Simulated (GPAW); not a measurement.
# PtSe2 (Sudovikovite) in GPAW: the effect of strain biaxial xy

Crystal: PtSe2 (Sudovikovite).

```
Pt Se
1.0
     3.57504    0.00000    0.00000
    -1.78752    3.09608    0.00000
     0.00000    0.00000    5.06200
Pt Se
1 2
Cartesian
  0.0000 0.0000 0.0000
  1.7875 1.0320 3.7965
  0.0000 2.0641 1.2655
```

Alike in all runs:

* Program: GPAW 26.7.0
* Task: single point
* Functional: PBEsol
* Potentials or basis: PAW data sets generated in the run's folder for this functional
* Cutoff: 600 eV
* Basis: pw
* k mesh: 8 × 8 × 5
* Occupations: fermi-dirac, width 0.05 eV
* Spin: no spin polarisation
* Maxiter: 150

| strain biaxial xy | pressure (GPa) | largest force (eV/Å) |
| --- | --- | --- |
| -0.04 | ? | ? |
| -0.02 | 9.0 | 0.88 |
| -0.01 | 5.4 | 0.61 |
| 0 | 2.2 | 0.37 |
| 0.01 | -0.7 | 0.14 |
| 0.02 | -3.3 | 0.06 |
| 0.04 | -7.7 | 0.40 |

Task: What does the run with strain biaxial xy -0.04 give?

Result: Pressure 17.5 GPa; largest force 1.50 eV/Å.

Worked out: A parabola through the other rows of the pressure, of slope -428 GPa per unit of strain biaxial xy there, extrapolates to 16.9 GPa, against the run's 17.5. A parabola through the other rows of the largest force, of slope -63.4 eV/Å per unit of strain biaxial xy there, extrapolates to 1.98 eV/Å, against the run's 1.50.

Caveats: the density grid can change from cell to cell, which puts small steps into energies and stress; forces of over 1 eV/Å show positions far from the minimum, so gaps and moduli don't describe the material at rest (some runs).
